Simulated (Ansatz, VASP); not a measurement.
**InSb: VASP beside Ansatz**

Aim: how closely do two programs agree when they are given the same cell, functional and k mesh? The cell is taken from a series of VASP runs on this material, whose earlier steps may have relaxed, scaled or displaced it; both programs get it as it stands.

Program: Ansatz 0.2.0. Level of theory: plane waves, with VASP 6.6.1 beside it; zone-centre phonons at PBE and zone-centre phonons at r2SCAN. Results are calculated unless marked as measured.

**1. The starting structure**

Symmetry: F-43m, No. 216, cubic system. The conventional cell has a = 6.635 Å, b = 6.635 Å, c = 6.635 Å, α = 90.00°, β = 90.00°, γ = 90.00°. Nearest to Sb lie 4 In at 2.87 Å. Nearest to In lie 4 Sb at 2.87 Å. Farther neighbours are not listed.

**2. Ansatz: zone-centre phonons, PBE**

Ansatz runs on its default PAW (the set named soft_2) files.

Second derivatives magnify differences that forces hide, and they need a tight electronic threshold.

Contents of input.yaml:

```yaml
crystal:
  lattice:
    - [0.0, 3.3174003454, 3.3174003454]
    - [3.3174003454, 0.0, 3.3174003454]
    - [3.3174003454, 3.3174003454, 0.0]
  atoms:
    - { symbol: Sb, position: [0.75, 0.75, 0.75] }
    - { symbol: In, position: [0.0, 0.0, 0.0] }
hamiltonian:
  xc: pbe
  pseudopotentials: { kind: paw }
kpoints:
  mp_grid: { grid: [10, 10, 10] }
scf:
  occupations: { method: methfessel_paxton, width: 0.15 }
phonons:
  method: dfpt
  qpoints: [[0, 0, 0]]
```

Launch:

```sh
> ansatz run input.yaml --threads 4 --pin off --max-ram 9216MiB --backend cpu --events-out ev --progress --plain --runs-dir out
```

Numbers of over 12 decimals in the logs are rounded to 6 here.

The log of the run:

```text
zone centre: on kpoints.mp_grid the ground state, and the responses unless they are solved on pairs of k-points, stand on 102 of the mesh's 1000 k-points, reduced under 8 symmetry operations, with k and −k counted as one. Each operation leaves every solved displacement unchanged or reverses it
Engine: ansatz 0.2.0, x86_64-unknown-linux-gnu
Pseudopotentials: kind: paw
Pseudopotential: Sb, paw, valence charge 15, recommended cutoff 420 eV (normal), Sb.paw.azcp
Pseudopotential: In, paw, valence charge 13, recommended cutoff 420 eV (normal), In.paw.azcp
Functional definition: PBE
  parameter kappa = 0.804
  parameter beta = 0.066725
  exchange = pbe_x(kappa = kappa, mu = beta*pi^2/3)
  correlation = pbe_c(beta = beta)
Crystal: 2 atoms, lattice volume = 73.017 Å³
Basis set: ecut = 420 eV, 1411 PW (Γ), exchange–correlation on 64×64×64 points (8 copies of the dense FFT grid, shifted against one another)
Bands: 18, of which v1, the nominal top of the filled ones, is band 14 counted from 1 (13 counted from 0)
Symmetry: 24 space group operations
k-points: 102 of 1000 (irreducible under 8 space group operations, time reversal used)
Non-local potential: Sb, projectors of the file, l = 0: 2, l = 1: 2, l = 2: 2, l = 3: 2
Non-local potential: In, projectors of the file, l = 0: 2, l = 1: 2, l = 2: 2, l = 3: 2
PAW form: soft (Blöchl's): semilocal exchange-correlation on the pseudo side does not see the compensation charge
PAW one-centre angular grid: Sb, 590 points (default); XC on 64 Gauss nodes
PAW one-centre angular grid: In, 590 points (default); XC on 64 Gauss nodes
Initial density: superposition of atomic densities (neutral atoms: chi_scale 0, normalization atom), corrected by the library's trained network
Initial wavefunctions: pseudopotential atomic-orbital guess
Functional: x = pbe(κ = 0.804, μ = 0.219515), c = pbe(β = 0.066725)
SCF iter   1: F=—  HF=-12082.589272 eV  |F-HF|=—  |Δ(HF+E_count)|=         —  Δρ=1.64e-3  dr2=4.91e-3  ethr=1.77e-3  ⟨swp⟩=5.8  Hψ=9330  notcnv=0
preconditioner: auto → none  [insulator: Δε(μ)=0.403 eV  Ē_g=13.770 eV  σ=0.150 eV  W_gap=0.53  n_scr=14 (ndim 8)  ℏωp=18.4 eV  f_vac=0.127  D(μ)=0.09/eV (n_scr^D=0)  ε∞_Penn≈2.8]
SCF iter   2: F=—  HF=-12082.586674 eV  |F-HF|=—  |Δ(HF+E_count)|=   2.60e-3  S|Δr|=    0.00e0  Δρ=7.67e-4  dr2=5.34e-4  ethr=1.75e-5  ⟨swp⟩=2.0  Hψ=3571  notcnv=0
SCF iter   3: F=—  HF=-12082.586742 eV  |F-HF|=—  |Δ(HF+E_count)|=   6.76e-5  S|Δr|=    0.00e0  Δρ=2.33e-4  dr2=6.07e-5  ethr=1.91e-6  ⟨swp⟩=2.0  Hψ=2749  notcnv=0
SCF iter   4: F=—  HF=-12082.586835 eV  |F-HF|=—  |Δ(HF+E_count)|=   9.27e-5  S|Δr|=    0.00e0  Δρ=8.40e-5  dr2=4.94e-6  ethr=2.17e-7  ⟨swp⟩=2.0  Hψ=2246  notcnv=0
SCF iter   5: F=—  HF=-12082.586849 eV  |F-HF|=—  |Δ(HF+E_count)|=   1.49e-5  S|Δr|=    0.00e0  Δρ=3.41e-5  dr2=5.52e-7  ethr=1.76e-8  ⟨swp⟩=2.2  Hψ=3008  notcnv=0
SCF iter   6: F=—  HF=-12082.586849 eV  |F-HF|=—  |Δ(HF+E_count)|=   9.03e-7  S|Δr|=    0.00e0  Δρ=1.52e-5  dr2=1.06e-7  ethr=1.97e-9  ⟨swp⟩=2.2  Hψ=2626  notcnv=0
SCF iter   7: F=—  HF=-12082.586849 eV  |F-HF|=—  |Δ(HF+E_count)|=   1.18e-9  S|Δr|=    0.00e0  Δρ=2.59e-6  dr2=3.25e-9  ethr=3.79e-10  ⟨swp⟩=2.0  Hψ=3266  notcnv=0
SCF iter   8: F=—  HF=-12082.586849 eV  |F-HF|=—  |Δ(HF+E_count)|=  8.80e-10  S|Δr|=    0.00e0  Δρ=8.89e-7  dr2=3.47e-10  ethr=1.16e-11  ⟨swp⟩=2.6  Hψ=3557  notcnv=0
SCF iter   9: F=—  HF=-12082.586849 eV  |F-HF|=—  |Δ(HF+E_count)|=  1.51e-10  S|Δr|=    0.00e0  Δρ=2.21e-7  dr2=2.19e-11  ethr=1.24e-12  ⟨swp⟩=2.4  Hψ=2886  notcnv=0
SCF iter  10: F=-12082.586849 eV  HF=-12082.586849 eV  |F-HF|=3.64e-12  |Δ(HF+E_count)|=  9.09e-12  S|Δr|=    0.00e0  Δρ=9.22e-9  dr2=4.42e-14  ethr=1.00e-12  ⟨swp⟩=6.0  Hψ=8067  notcnv=0
SCF 1 converged in 10 iterations: F = -12082.586849 eV  dr2 = 4.42e-14
  greatest PAW one-centre occupation: 0.995 electrons in one spin orbital (limit 2), on the Sb atom at site 0 (counted from 0), in its partial waves of l = 2
DFPT response loops at Γ: preconditioner auto → Kerker (q_TF=auto, 2.325 Å⁻¹) (partly filled bands, converged f_vac=0.118); β = 1.00, the filter's whole step (`scf.mixing.beta` (0.50) is not read by the response loops under this deck's `scf.mixing.preconditioner`; to damp them name `kerker` or `kerker_dos`, under which they read `scf.mixing.beta`, and type it under 1.00, their step now; both keys bind the ground state too); Broyden in place of MSR1
SCF converged after 10 iterations
Stability not checked: this state was not tested for a lower state beside it, because cold or Methfessel-Paxton smearing, or corrected tetrahedra, fill the levels in a way that the test cannot read (fill_not_monotonic; see scf.lower_state_search)
Free energy (F): -12082.586849 eV
Harris-Foulkes:  -12082.586849 eV  (|F-HF|=3.64e-12)
Internal energy: -12082.587109 eV  (E = F + TS)
E sigma→0 (E₀):  -12082.586914 eV
Entropy (-TS):   0.000261 eV (0.130 meV/atom)
Fermi energy:    6.513661 eV
Step filling:    the computed levels leave a gap of 0.0000 eV = 0.0 smearing widths at the electron count; against every level under it full and every level over it empty, smearing changes F+E_penalty+E_count by +0.118 meV and its σ→0 estimate by +0.053 meV
--- Per-component energies (eV) ---
  E_band       = -281.156132
  E_kinetic    = 449.103755
  E_local      = -3289.293319  (includes V_loc(G=0)·N_el)
  E_nonlocal   = 729.684807
  E_hartree    = 1411.704597
  E_xc         = -353.021115
  E_vxc        = -194.581020  (∫ρ·V_xc dr)
  E_paw        = -8731.104120  (= ΣΔE_a)
  E_vpaw       = -799.479575  (= ΣTr[D̂ρ^β])
  E_aug_tail   = 0.000024  (compensation charges beyond the density's cutoff)
  E_ewald      = -2299.661738
  E_smearing   = 0.000261  (= −TS)
  E_closure    = 0.000000  (closes the sum)
  Σ components = -12082.586849   (vs F -12082.586849, Δ=0.00e0)
--- Band table (eV; the first three rows and the last of 102) ---
  k-point 0: bands = [... 10 lower, -3.7811, 5.9165, 6.5079, 6.5079, 6.5079, 9.4832, 9.4832, 9.4832]
  k-point 1: bands = [... 10 lower, -3.6994, 4.9087, 6.3856, 6.3856, 7.1320, 9.6481, 9.6589, 9.6589]
  k-point 2: bands = [... 10 lower, -3.4647, 3.6118, 6.1181, 6.1181, 7.2976, 10.0181, 10.0181, 10.4343]
  k-point 101: bands = [... 10 lower, -2.0431, 0.9799, 3.9820, 4.1027, 9.4589, 9.7441, 11.4142, 11.8172]
--- Phonons (Γ-DFPT): 2 representative perturbations + reference, on 102 of 1000 k-points (Σ response iterations 6) ---
  k mesh reduced under 8 symmetry operations, with k and −k counted as one. Each operation leaves every solved displacement unchanged or reverses it
  ASR residual: 7.325e-5 → 0.000e0 eV/Å²; symmetrization residual: 1.442e-5 eV/Å²
  ASR residual per site (eV/Å²): 1.51e-5 7.33e-5
  Γ frequencies (cm⁻¹): 0.00 0.00 0.00 162.70 162.70 162.70
  non-analytic LO–TO correction: not included (Born effective charges unavailable; polar crystals: no LO–TO splitting at Γ)
--- Phonons (arbitrary-q DFPT): 1 explicit q-point ---
  q = [0, 0, 0] (of the zone-centre solve; hermiticity 5.01e-6, symmetrization 3.17e-13): -0.00 0.00 0.00 162.70 162.70 162.70
  sum rule: each row above includes the acoustic sum rule's correction from the zone centre's row sums; it moved no ω² by more than (0.42 cm⁻¹)²
```

Elapsed: 6 s, on 4 threads of Intel Xeon Gold 6455B (Sapphire Rapids), shared host; peak memory 0.78 GiB.

The column dr2 measures how far the density is from self-consistency, as an energy; F and HF (Harris–Foulkes) agree once it is small.

**3. VASP: zone-centre phonons, PBE**

The same cell, functional, mesh and smearing now go to VASP, with its own data sets and cutoff.

Lines of VASP's logs that name or quote its potential files are left out, and so is its time.

Contents of INCAR:

```
SYSTEM = InSb
PREC = Accurate
ENCUT = 450
EDIFF = 1E-08
NELM = 100
ISMEAR = 1
SIGMA = 0.15
LREAL = .FALSE.
ALGO = Normal
GGA = PE
NBANDS = 15
LORBIT = 11
LWAVE = .FALSE.
LCHARG = .FALSE.
KPAR = 2
IBRION = 8
ISIF = 2
```

Contents of POSCAR:

```
InSb
1.0
    0.0000000000      3.3174003454      3.3174003454
    3.3174003454      0.0000000000      3.3174003454
    3.3174003454      3.3174003454      0.0000000000
Sb In
1 1
Direct
    0.7500000000      0.7500000000      0.7500000000
    0.0000000000      0.0000000000      0.0000000000
```

Contents of KPOINTS:

```
Automatic mesh
0
Gamma
10 10 10
0 0 0
```

PAW data sets: Sb and In_d (PBE family, release 64).

Launch:

```sh
> mpirun -np 2 vasp_std
```

The log of the run:

```text
[banner, memory and clock lines left out]
running    2 mpi-ranks, on    1 nodes
 distrk:  each k-point on    1 cores,    2 groups
 distr:  one band on    1 cores,    1 groups

 POSCAR found type information on POSCAR SbIn
 POSCAR found :  2 types and       2 ions
 LDA part: xc-table for (Slater+PW92), standard interpolation
 POSCAR, INCAR and KPOINTS ok, starting setup
 FFT: planning ... GRIDC
 FFT: planning ... GRID_SOFT
 FFT: planning ... GRID
 WAVECAR not read
 entering main loop
       N       E                     dE             d eps       ncg     rms          rms(c)
DAV:   1     0.105731299927E+03    0.10573E+03   -0.73540E+03  1410   0.105E+03
DAV:   2    -0.333119773047E+00   -0.10606E+03   -0.10322E+03  1557   0.267E+02
DAV:   3    -0.686099667271E+01   -0.65279E+01   -0.65043E+01  1746   0.726E+01
DAV:   4    -0.704030812515E+01   -0.17931E+00   -0.17927E+00  1765   0.144E+01
DAV:   5    -0.704906905538E+01   -0.87609E-02   -0.87606E-02  2070   0.249E+00    0.372E+00
DAV:   6    -0.695975350348E+01    0.89316E-01   -0.15680E-01  2039   0.592E+00    0.215E+00
DAV:   7    -0.694985917006E+01    0.98943E-02   -0.62187E-02  1851   0.232E+00    0.590E-01
DAV:   8    -0.695105243295E+01   -0.11933E-02   -0.71531E-03  1778   0.983E-01    0.212E-01
DAV:   9    -0.695168694559E+01   -0.63451E-03   -0.85976E-04  1690   0.269E-01    0.686E-02
DAV:  10    -0.695175230775E+01   -0.65362E-04   -0.53752E-05  1787   0.488E-02    0.310E-02
DAV:  11    -0.695179815715E+01   -0.45849E-04   -0.81883E-05  1536   0.562E-02    0.205E-02
DAV:  12    -0.695179929554E+01   -0.11384E-05   -0.11918E-06  1848   0.732E-03    0.657E-03
DAV:  13    -0.695180004667E+01   -0.75113E-06   -0.15982E-06  1613   0.775E-03    0.412E-03
DAV:  14    -0.695179978533E+01    0.26134E-06   -0.68689E-08  1933   0.167E-03    0.115E-03
DAV:  15    -0.695179979581E+01   -0.10478E-07   -0.13537E-08  1516   0.793E-04    0.363E-04
DAV:  16    -0.695179985071E+01   -0.54906E-07   -0.15899E-09  1307   0.333E-04    0.742E-05
DAV:  17    -0.695179984924E+01    0.14711E-08   -0.23016E-10   950   0.166E-04
   1 F= -.69517998E+01 E0= -.69518869E+01  d E =0.261283E-03
 Linear response reoptimize wavefunctions to high precision
DAV:   1    -0.695179983907E+01    0.10174E-07   -0.13552E-10  1188   0.176E-04
DAV:   2    -0.695179983906E+01    0.25011E-11   -0.45336E-11   859   0.567E-05
 Linear response DOF=           2
 Linear response progress:
  Degree of freedom:   1/  2
       N       E                     dE             d eps       ncg     rms          rms(c)
RMM:   1    -0.281606671985E-01   -0.28161E-01    0.33559E-02  9505   0.132E+00
RMM:   2    -0.265996039041E-01    0.15611E-02    0.24775E-05  8480   0.468E-01    0.777E-02
RMM:   3    -0.269309999179E-01   -0.33140E-03   -0.86345E-04  9376   0.155E-01    0.365E-02
RMM:   4    -0.270170355448E-01   -0.86036E-04   -0.73478E-05  9607   0.599E-02    0.104E-02
RMM:   5    -0.270515391805E-01   -0.34504E-04   -0.10976E-05  9597   0.240E-02    0.503E-03
RMM:   6    -0.270486471658E-01    0.28920E-05   -0.86970E-07  9338   0.695E-03    0.130E-03
RMM:   7    -0.270472821795E-01    0.13650E-05   -0.88831E-08  9729   0.278E-03    0.533E-04
RMM:   8    -0.270478648780E-01   -0.58270E-06   -0.60918E-08  9611   0.107E-03    0.267E-04
RMM:   9    -0.270482720539E-01   -0.40718E-06    0.22457E-09  9817   0.455E-04    0.525E-05
RMM:  10    -0.270482307158E-01    0.41338E-07    0.19622E-10 10718   0.177E-04    0.642E-05
RMM:  11    -0.270482380696E-01   -0.73538E-08   -0.10681E-08 10606   0.692E-05    0.513E-05
 first order change of Fermi-energy   0.29237E-03
 force on displaced ion       1 direction 1 :  -5.778   0.000   0.000
 Linear response progress:
  Degree of freedom:   2/  2
       N       E                     dE             d eps       ncg     rms          rms(c)
RMM:   1    -0.234925523499E+00   -0.23493E+00   -0.13790E-01  6861   0.457E+00
RMM:   2    -0.237153665642E+00   -0.22281E-02   -0.10407E-02  8653   0.904E-01    0.711E-02
RMM:   3    -0.236994577954E+00    0.15909E-03   -0.11824E-03  9512   0.286E-01    0.322E-02
RMM:   4    -0.236783367202E+00    0.21121E-03   -0.11092E-04  9754   0.903E-02    0.196E-02
RMM:   5    -0.236668242798E+00    0.11512E-03   -0.95329E-06  9994   0.365E-02    0.627E-03
RMM:   6    -0.236647872485E+00    0.20370E-04   -0.76420E-06  9949   0.121E-02    0.176E-03
RMM:   7    -0.236656347969E+00   -0.84755E-05    0.12381E-06 10036   0.400E-03    0.642E-04
RMM:   8    -0.236655039770E+00    0.13082E-05    0.85170E-07 10260   0.162E-03    0.408E-04
RMM:   9    -0.236655743882E+00   -0.70411E-06   -0.91675E-07 10285   0.659E-04    0.996E-05
RMM:  10    -0.236655535368E+00    0.20851E-06   -0.40393E-07 10781   0.277E-04    0.750E-05
RMM:  11    -0.236655604113E+00   -0.68745E-07   -0.67417E-07 10666   0.129E-04    0.289E-05
RMM:  12    -0.236655627008E+00   -0.22895E-07   -0.11874E-07 10712   0.657E-05    0.150E-05
RMM:  13    -0.236655629864E+00   -0.28563E-08   -0.25670E-08 10892   0.320E-05    0.571E-06
 first order change of Fermi-energy  -0.27860E-04
 force on displaced ion       2 direction 1 :  -5.756   0.000   0.000
 Linear response finished
```

Parts of OUTCAR (step 3):

```text
ion  position               nearest neighbor table
   1  0.750  0.750  0.750-   2 2.87   2 2.87   2 2.87   2 2.87
   2  0.000  0.000  0.000-   1 2.87   1 2.87   1 2.87   1 2.87

  LATTYP: Found a face centered cubic cell.
 ALAT       =     6.6348006908

 Subroutine GETGRP returns: Found 24 space group operations
 (whereof 24 operations were pure point group operations)

The static configuration has the point symmetry T_d .

 Found     47 irreducible k-points:

   k-points           NKPTS =     47   k-points in BZ     NKDIM =     47   number of bands    NBANDS=     15

   dimension x,y,z NGX =    32 NGY =   32 NGZ =   32
   dimension x,y,z NGXF=    64 NGYF=   64 NGZF=   64

   ENCUT  =  450.0 eV  33.07 Ry    5.75 a.u.   8.11  8.11  8.11*2*pi/ulx,y,z

   NELECT =      18.0000    total number of electrons

 k-points in reciprocal lattice and weights: Automatic mesh
   0.00000000  0.00000000  0.00000000       0.001
   0.10000000  0.00000000  0.00000000       0.008
   0.20000000  0.00000000  0.00000000       0.008
   0.30000000  0.00000000  0.00000000       0.008
   0.40000000  0.00000000  0.00000000       0.008
   0.50000000  0.00000000  0.00000000       0.004
   0.10000000  0.10000000  0.00000000       0.006
   0.20000000  0.10000000  0.00000000       0.024
   0.30000000  0.10000000  0.00000000       0.024
[...]
-0.30000000  0.40000000  0.20000000       0.024
  -0.30000000  0.50000000  0.20000000       0.012

 average (electrostatic) potential at core
       1 -87.8980       2 -96.8577

  Total        0.0040798      0.0040798      0.0040798     -0.0000000     -0.0000000      0.0000000
  in kB        0.0895207      0.0895207      0.0895207     -0.0000000     -0.0000000      0.0000000
  external PRESSURE =       0.0895207 kB  Pullay stress =       0.0000000 kB

  energy-cutoff  :      450.00
  volume of cell :       73.02
      direct lattice vectors                 reciprocal lattice vectors
     0.000000000  3.317400345  3.317400345    -0.150720428  0.150720428  0.150720428
     3.317400345  0.000000000  3.317400345     0.150720428 -0.150720428  0.150720428
     3.317400345  3.317400345  0.000000000     0.150720428  0.150720428 -0.150720428

 POSITION                                       TOTAL-FORCE (eV/Angst)
 -----------------------------------------------------------------------------------
      4.97610      4.97610      4.97610        -0.000000     -0.000000     -0.000000
      0.00000      0.00000      0.00000         0.000000      0.000000      0.000000
 -----------------------------------------------------------------------------------
    total drift:                                0.000000      0.000000      0.000000

 Eigenvectors and eigenvalues of the dynamical matrix
 ----------------------------------------------------

   1 f  =    4.883666 THz    30.684979 2PiTHz  162.901568 cm-1    20.197211 meV
             X         Y         Z           dx          dy          dz
      4.976101  4.976101  4.976101     0.000000   -0.697380   -0.000000
      0.000000  0.000000  0.000000    -0.000000    0.716702    0.000000

   2 f  =    4.883666 THz    30.684979 2PiTHz  162.901568 cm-1    20.197211 meV
             X         Y         Z           dx          dy          dz
      4.976101  4.976101  4.976101     0.000000    0.000000   -0.697380
      0.000000  0.000000  0.000000     0.000000   -0.000000    0.716702

   3 f  =    4.883666 THz    30.684979 2PiTHz  162.901568 cm-1    20.197211 meV
             X         Y         Z           dx          dy          dz
      4.976101  4.976101  4.976101    -0.697380   -0.000000   -0.000000
      0.000000  0.000000  0.000000     0.716702    0.000000   -0.000000

   4 f/i=    0.004816 THz     0.030259 2PiTHz    0.160642 cm-1     0.019917 meV
             X         Y         Z           dx          dy          dz
      4.976101  4.976101  4.976101     0.602902   -0.334394   -0.195833
      0.000000  0.000000  0.000000     0.586649   -0.325379   -0.190554

   5 f/i=    0.004816 THz     0.030259 2PiTHz    0.160642 cm-1     0.019917 meV
             X         Y         Z           dx          dy          dz
      4.976101  4.976101  4.976101    -0.289519   -0.147942   -0.638712
      0.000000  0.000000  0.000000    -0.281714   -0.143953   -0.621493

   6 f/i=    0.004816 THz     0.030259 2PiTHz    0.160642 cm-1     0.019917 meV
             X         Y         Z           dx          dy          dz
      4.976101  4.976101  4.976101    -0.257582   -0.616405    0.259533
      0.000000  0.000000  0.000000    -0.250638   -0.599787    0.252536

 ELASTIC MODULI CONTR FROM IONIC RELAXATION (kBar)
 Direction    XX          YY          ZZ          XY          YZ          ZX
 --------------------------------------------------------------------------------
 XX          -0.0000      0.0000      0.0000     -0.0000      0.0000     -0.0000
 YY           0.0000     -0.0000     -0.0000     -0.0000     -0.0000      0.0000
 ZZ           0.0000     -0.0000     -0.0000      0.0000     -0.0000     -0.0000
 XY          -0.0000     -0.0000      0.0000   -133.4336      0.0000     -0.0000
 YZ           0.0000     -0.0000     -0.0000      0.0000   -133.4336      0.0000
 ZX          -0.0000      0.0000     -0.0000     -0.0000      0.0000   -133.4336
 --------------------------------------------------------------------------------
```

**4. Side by side**

Known differences besides the potentials themselves: the data sets hold 28 valence electrons in Ansatz (default PAW (the set named soft_2) files) and 18 in VASP; the cutoff is 420 eV in Ansatz and 450 eV in VASP; VASP leaves aspherical gradient terms in its spheres out (LASPH is not set), Ansatz keeps them. Total energies have different zeros and are not compared.

Compared:

| quantity | Ansatz | VASP | difference |
| --- | --- | --- | --- |
| optical mode 1 to 3 (cm⁻¹) | 162.7 | 162.9 | -0.12 % |

Modes are paired by rising frequency and degeneracy, not by their patterns, so a pair may still set unlike modes beside each other.

[end of part 1 of 2]

[Lines on the potential files, build, host, timing and source positions are cut from VASP's logs without a mark.]

[Logs are printed without paths, hosts, clocks, repeated set-up lines and the standing remarks that a program may print on its own settings, such as how far it seeks lower states.]

[Hosts, paths, dates, database ids (printed as entryN), source tags and the programs' standing remarks are cut or masked in the printed files.]
